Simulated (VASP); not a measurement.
# GaN (P6_3mc) in VASP: Born charges and dielectric tensor with PBE

Aim: the Born charges and dielectric tensor of GaN with PBE.

All numbers are computed with VASP 6.6.1; they aren't measurements. Logs are shortened: lines on timing, memory, paths and dates and some standing lists are left out, and cuts for length are marked.

**What was measured.**

From “Studying electronic properties in GaN without electrical contacts using γ-γ vs e−-γ Perturbed Angular Correlations”, 2019, pmc:6823545, for a bulk crystal of GaN: band gap 3.503 ± 0.005 eV (direct).

The runs below are set against these values where they give the same quantity.

## (1) Starting point

The structure is hexagonal, space group P6_3mc (No. 186). Conventional cell: a = 3.219 Å, b = 3.219 Å, c = 5.245 Å, α = 90.00°, β = 90.00°, γ = 120.00°. Ga (site symmetry 3m) has 4 N at 1.97 to 1.98 Å as nearest neighbours. Around N (site symmetry 3m) lie 4 Ga at 1.97 to 1.98 Å.

## (2) Born charges and dielectric tensor, PBE

INCAR reads:

```
PREC = Accurate ; ENCUT = 520
EDIFF = 1E-8 ; ISMEAR = 0
SIGMA = 0.02 ; LREAL = False
LASPH = True ; NELM = 60
ALGO = Fast ; ISIF = 2
LWAVE = False ; LCHARG = False
GGA = PE ; LEPSILON = True
IBRION = 8 ; NSW = 1
KPAR = 4
```

KPOINTS reads:

```
Automatic mesh
0
Gamma
  9 9 4
```

POSCAR reads:

```
GaN                                     
1.0
    3.2190096650      0.0000000000     -0.0000000000
   -1.6095048325      2.7877441407      0.0000000000
    0.0000000000      0.0000000000      5.2448794784
  Ga              N             
     2     2
Direct
     0.3333333300000021    0.6666666699999979    0.9991477026588832
     0.6666666699999979    0.3333333300000021    0.4991477026588832
     0.3333333300000021    0.6666666699999979    0.3758522973411168
     0.6666666699999979    0.3333333300000021    0.8758522973411168
```

Potentials or basis: VASP PAW PBE potentials, release 64 (Ga_d, N).

Launch:

```
> cat potpaw_PBE.64/Ga_d/POTCAR potpaw_PBE.64/N/POTCAR > POTCAR
> mpirun -np 4 vasp_std > vasp.out
```

OUTCAR:

```text
PREC = Accurate
   ENCUT = 520
   EDIFF = 1E-8
   ISMEAR = 0
   LREAL = False
   LASPH = True
   NELM = 60
   ISIF = 2
   GGA = PE
   LEPSILON = True
   IBRION = 8
   NSW = 1

 ion  position               nearest neighbor table
   1  0.333  0.667  0.999-   4 1.97   4 1.97   4 1.97   3 1.98
   2  0.667  0.333  0.499-   3 1.97   3 1.97   3 1.97   4 1.98
   3  0.333  0.667  0.376-   2 1.97   2 1.97   2 1.97   1 1.98
   4  0.667  0.333  0.876-   1 1.97   1 1.97   1 1.97   2 1.98

  LATTYP: Found a hexagonal cell.
 ALAT       =     3.2190096650
 C/A-ratio  =     1.6293456759

  Lattice vectors:

 A1 = (   3.2190096650,   0.0000000000,   0.0000000000)
 A2 = (  -1.6095048325,   2.7877441407,   0.0000000000)
 A3 = (   0.0000000000,   0.0000000000,   5.2448794784)

Analysis of symmetry for initial positions (statically):
=====================================================================
 Subroutine PRICEL returns:
 Original cell was already a primitive cell.

 Routine SETGRP: Setting up the symmetry group for a
 hexagonal supercell.

 Subroutine GETGRP returns: Found 12 space group operations
 (whereof  6 operations were pure point group operations)
 out of a pool of 24 trial point group operations.

The static configuration has the point symmetry C_3v.
 The point group associated with its full space group is C_6v.

Analysis of symmetry for dynamics (positions and initial velocities):
=====================================================================
 Subroutine PRICEL returns:
 Original cell was already a primitive cell.

 Routine SETGRP: Setting up the symmetry group for a
 hexagonal supercell.

 Subroutine GETGRP returns: Found 12 space group operations
 (whereof  6 operations were pure point group operations)
 out of a pool of 24 trial point group operations.

The dynamic configuration has the point symmetry C_3v.
 The point group associated with its full space group is C_6v.

 Subroutine INISYM returns: Found 12 space group operations
 (whereof  6 operations are pure point group operations),
 and found     1 'primitive' translations

----------------------------------------------------------------------------------------

                                     Primitive cell

  volume of cell :      47.0664

  direct lattice vectors                    reciprocal lattice vectors
     3.219009665  0.000000000  0.000000000     0.310654550  0.179356489  0.000000000
    -1.609504833  2.787744141  0.000000000     0.000000000  0.358712977  0.000000000
     0.000000000  0.000000000  5.244879478     0.000000000  0.000000000  0.190662150

  length of vectors
     3.219009665  3.219009661  5.244879478     0.358712977  0.358712977  0.190662150

  position of ions in fractional coordinates (direct lattice)
     0.333333330  0.666666670  0.999147703
     0.666666670  0.333333330  0.499147703
     0.333333330  0.666666670  0.375852297
     0.666666670  0.333333330  0.875852297

  ion indices of the primitive-cell ions
   primitive index   ion index
[... 794 lines left out ...]
     0.51602 -0.00000  0.00000
     0.00000  0.51602  0.00000
    -0.00000 -0.00000 -1.04522

[... ionic steps 4 to 9 ...]

--------------------------------------- Ionic step       10  -------------------------------------------

------------------------ aborting loop because EDIFF is reached ----------------------------------------

[... ionic steps 11 to 11 ...]

--------------------------------------- Ionic step       12  -------------------------------------------

 Free energy of the ion-electron system (eV)
  ---------------------------------------------------
  ---------------------------------------------------
  free energy    TOTEN  =        -0.24747557 eV

  energy without entropy =       -0.24747557

------------------------ aborting loop because EDIFF is reached ----------------------------------------

 INTERNAL STRAIN TENSOR  FOR ION    3  DIRECTION 3   (eV/Angst):
 -----------------------------------------------------------------------------
     4.41404 -0.00000  0.00000
    -0.00000  4.41404 -0.00000
     0.00000  0.00000 -8.29675

 MACROSCOPIC STATIC DIELECTRIC TENSOR (including local field effects in DFT)
 ------------------------------------------------------
           6.063641    -0.000000    -0.000000
           0.000000     6.063641     0.000000
           0.000000    -0.000000     6.320314
 ------------------------------------------------------

 PIEZOELECTRIC TENSOR (including local field effects)  for field in x, y, z        (e  Angst)
          XX          YY          ZZ          XY          YZ          ZX
  --------------------------------------------------------------------------------
  x     0.00000     0.00000     0.00000    -0.00000     0.00000     1.64502
  y     0.00000     0.00000     0.00000     0.00000     1.64502     0.00000
  z     1.51589     1.51589    -3.07050     0.00000     0.00000     0.00000

 PIEZOELECTRIC TENSOR (including local field effects)  for field in x, y, z        (C/m^2)
          XX          YY          ZZ          XY          YZ          ZX
  --------------------------------------------------------------------------------
  x     0.00000     0.00000     0.00000    -0.00000     0.00000     0.55998
  y     0.00000     0.00000     0.00000     0.00000     0.55998     0.00000
  z     0.51602     0.51602    -1.04522     0.00000     0.00000     0.00000

 BORN EFFECTIVE CHARGES (including local field effects) (in |e|, cummulative output)
 ---------------------------------------------------------------------------------
 ion    1
    1     2.63400     0.00000     0.00000
    2     0.00000     2.63400     0.00000
    3     0.00000    -0.00000     2.78109
 ion    2
    1     2.63400     0.00000     0.00000
    2     0.00000     2.63400     0.00000
    3     0.00000     0.00000     2.78109
 ion    3
    1    -2.63400     0.00000     0.00000
    2     0.00000    -2.63400     0.00000
    3     0.00000     0.00000    -2.78109
 ion    4
    1    -2.63400     0.00000     0.00000
    2     0.00000    -2.63400     0.00000
    3     0.00000    -0.00000    -2.78109

 INTERNAL STRAIN TENSOR FOR ION    4 for displacements in x,y,z  (eV/Angst):
          X           Y           Z          XY          YZ          ZX
  --------------------------------------------------------------------------------
  x     0.00000    -0.00000     0.00000     8.19395    -0.00000     4.40204
  y     8.19395    -8.19395     0.00000     0.00000     4.73335     0.00000
  z     4.41404     4.41404    -8.29675     0.00000     0.00000     0.00000

 SECOND DERIVATIVES (NOT SYMMETRIZED)
 ------------------------------------
               1X          1Y          1Z          2X          2Y          2Z          3X          3Y          3Z          4X          4Y          4Z
  1X   -11.904351    0.000000    0.000000    0.330233    0.000000   -0.000000    1.035281    0.000000   -0.000000   10.538837    0.000000    0.000000
  1Y     0.000000  -11.904351   -0.000000    0.000000    0.330233    0.000000   -0.000000    1.035281    0.000000   -0.000000   10.538837    0.000000
  1Z     0.000000   -0.000000  -18.457846    0.000000   -0.000000    7.880425    0.000000    0.000000    6.009996   -0.000000   -0.000000    4.567425
  2X     0.330233    0.000000    0.000000  -11.904351    0.000000    0.000000   10.538837    0.000000   -0.000000    1.035281    0.000000    0.000000
  2Y     0.000000    0.330233   -0.000000    0.000000  -11.904351    0.000000    0.000000   10.538837   -0.000000    0.000000    1.035281   -0.000000
  2Z     0.000000    0.000000    7.880425    0.000000    0.000000  -18.457846    0.000000    0.000000    4.567425    0.000000   -0.000000    6.009996
  3X     1.072978    0.000000    0.000000   10.568893    0.000000    0.000000  -12.252524   -0.000000    0.000000    0.610654   -0.000000    0.000000
  3Y     0.000000    1.072978    0.000000   -0.000000   10.568893   -0.000000    0.000000  -12.252524    0.000000    0.000000    0.610654    0.000000
  3Z     0.000000    0.000000    5.997671    0.000000    0.000000    4.606995    0.000000    0.000000  -16.316494    0.000000    0.000000    5.711828
  4X    10.568893    0.000000   -0.000000    1.072978    0.000000    0.000000    0.610654    0.000000    0.000000  -12.252524   -0.000000   -0.000000
  4Y     0.000000   10.568893    0.000000   -0.000000    1.072978   -0.000000    0.000000    0.610654    0.000000    0.000000  -12.252524   -0.000000
  4Z     0.000000    0.000000    4.606995    0.000000   -0.000000    5.997671    0.000000   -0.000000    5.711828   -0.000000    0.000000  -16.316494

 Eigenvectors and eigenvalues of the dynamical matrix
 ----------------------------------------------------

   1 f  =   19.619989 THz   123.276025 2PiTHz  654.452377 cm-1    81.141717 meV
             X         Y         Z           dx          dy          dz
     -0.000000  1.858496  5.240409    -0.000000   -0.000000    0.026758
      1.609505  0.929248  2.617970    -0.000000   -0.000000   -0.026758
     -0.000000  1.858496  1.971300    -0.000000   -0.000000   -0.706600
      1.609505  0.929248  4.593740     0.000000    0.000000    0.706600
[... 71 lines left out ...]
  12 f/i=    0.016972 THz     0.106636 2PiTHz    0.566114 cm-1     0.070189 meV
             X         Y         Z           dx          dy          dz
     -0.000000  1.858496  5.240409    -0.645593   -0.000836    0.000000
      1.609505  0.929248  2.617970    -0.645593   -0.000836    0.000000
     -0.000000  1.858496  1.971300    -0.288459   -0.000374    0.000000
      1.609505  0.929248  4.593740    -0.288459   -0.000374    0.000000

--------------------------------------------------------------------------------------------------------

 MACROSCOPIC STATIC DIELECTRIC TENSOR IONIC CONTRIBUTION
 ------------------------------------------------------
           4.595779    -0.000000    -0.000000
          -0.000000     4.595779     0.000000
          -0.000000     0.000000     5.615340
 ------------------------------------------------------

 ELASTIC MODULI CONTR FROM IONIC RELAXATION (kBar)
 Direction    XX          YY          ZZ          XY          YZ          ZX
 --------------------------------------------------------------------------------
 XX        -481.2786    231.7069    235.2803      0.0000      0.0000     -0.0000
 YY         231.7069   -481.2786    235.2803     -0.0000     -0.0000      0.0000
 ZZ         235.2803    235.2803   -443.6144     -0.0000      0.0000     -0.0000
 XY           0.0000     -0.0000     -0.0000   -356.4928      0.0000     -0.0000
 YZ           0.0000     -0.0000      0.0000      0.0000   -108.6593      0.0000
 ZX          -0.0000      0.0000     -0.0000     -0.0000      0.0000   -117.8599
 --------------------------------------------------------------------------------

 PIEZOELECTRIC TENSOR IONIC CONTR  for field in x, y, z        (C/m^2)
          XX          YY          ZZ          XY          YZ          ZX
  --------------------------------------------------------------------------------
  x    -0.00000     0.00000    -0.00000     0.00000     0.00000    -0.69252
  y     0.00000    -0.00000     0.00000     0.00000    -0.66494     0.00000
  z    -0.78767    -0.78767     1.48513     0.00000    -0.00000     0.00000
```

Wall time 5.5 min (4 MPI ranks of Intel Xeon Platinum 8259CL at 2.50GHz (Skylake/Cascade Lake), shared host); peak memory 0.48 GiB.

What came out:

| Item | Value |
| --- | --- |
| Band gap on the k mesh | 1.71 eV, direct |
| Electronic dielectric tensor (diagonal) | 6.06, 6.06, 6.32 |
| Born charges (mean of the diagonal) | Ga +2.68; N -2.68 e |
| Highest phonon frequency at Γ, LO-TO splitting left out | 654 cm⁻¹ |

Phonon frequencies in cm⁻¹ (negative: imaginary):
```
              q point                                  frequencies
(0.000, 0.000, 0.000)  -1 -1 0 135 135 320 497 521 521 529 529 654
```

Electronic dielectric tensor:
```
6.06 0.00 0.00
0.00 6.06 0.00
0.00 0.00 6.32
```

Born effective charge tensors (e):
atom 1, Ga
```
2.63 0.00 0.00
0.00 2.63 0.00
0.00 0.00 2.78
```
atom 2, Ga
```
2.63 0.00 0.00
0.00 2.63 0.00
0.00 0.00 2.78
```
atom 3, N
```
-2.63  0.00  0.00
 0.00 -2.63  0.00
 0.00  0.00 -2.78
```
atom 4, N
```
-2.63  0.00  0.00
 0.00 -2.63  0.00
 0.00  0.00 -2.78
```

## (3) Comparison with measurements

Step 2. A measured gap of GaN is 3.503 eV (direct; quoted in “Studying electronic properties in GaN without electrical contacts using γ-γ vs e−-γ Perturbed Angular Correlations”, 2019, pmc:6823545); the calculated 1.71 eV misses it by -1.79 eV. So large a miss can be the level of theory's own, or it may mean another phase, state or a wrong row. Spin-orbit coupling on Ga is left out. The value is that of PBE, without temperature or zero-point motion. Semilocal functionals fall short of measured gaps as a rule.
